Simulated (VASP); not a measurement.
Here is a VASP 6.6.1 calculation.

The input INCAR:

```
SYSTEM = InP
PREC     = Accurate       ! precision mode
ENCUT    = 500            ! plane-wave cutoff, eV
EDIFF    = 1E-6           ! SCF threshold, eV
ISMEAR   = 0              ! smearing method
SIGMA    = 0.02           ! smearing width, eV
LREAL    = .False.        ! projectors in reciprocal space
LASPH    = .True.         ! aspherical terms in the spheres
NELM     = 120            ! most SCF steps
ALGO     = Normal         ! electronic algorithm
ISIF     = 2              ! what is computed and relaxed
LWAVE    = .False.        ! write WAVECAR
LCHARG   = .False.        ! write CHGCAR
GGA      = PE             ! functional
IVDW     = 12             ! dispersion correction
NBANDS   = 16             ! bands
GGA_COMPAT= .False.
```

The input KPOINTS:

```
regular mesh
0
Gamma
  8 8 8
  0 0 0
```

Contents of POSCAR:

```
InP
1.0
    0.0000000000      2.9469465052      2.9469465052
    2.9469465052      0.0000000000      2.9469465052
    2.9469465052      2.9469465052      0.0000000000
In P
1 1
Direct
    0.0000000000      0.0000000000      0.0000000000
    0.7500000000      0.7500000000      0.7500000000
```

Potentials or basis: VASP PAW PBE potentials, release 64 (In_d, P).

Command:

```console
$ cat potpaw_PBE.64/In_d/POTCAR potpaw_PBE.64/P/POTCAR > POTCAR
$ mpirun -np 1 vasp_std > vasp.out
```

Question: Estimate the band gap on the k mesh.

Answer: 0.62 eV.

Question: Estimate the dispersion energy per atom.

Answer: -0.308 eV.

Caveat: semilocal functionals underestimate gaps, and a narrow one can read as zero; spin-orbit coupling is left out, which moves the levels of the heavy elements.

**The experiment to reproduce.**

A printed reference work, data compilation reports, for a bulk crystal of InP at 1.6 K: band gap 1.4236 eV (direct).

A measured gap of InP is 1.4236 eV (direct; 1.6 K; a printed reference work, data compilation); the calculated 0.62 eV misses it by -0.80 eV. Spin-orbit coupling on In is left out. The value is that of PBE+D3(BJ), without temperature or zero-point motion. Semilocal functionals fall short of measured gaps as a rule.
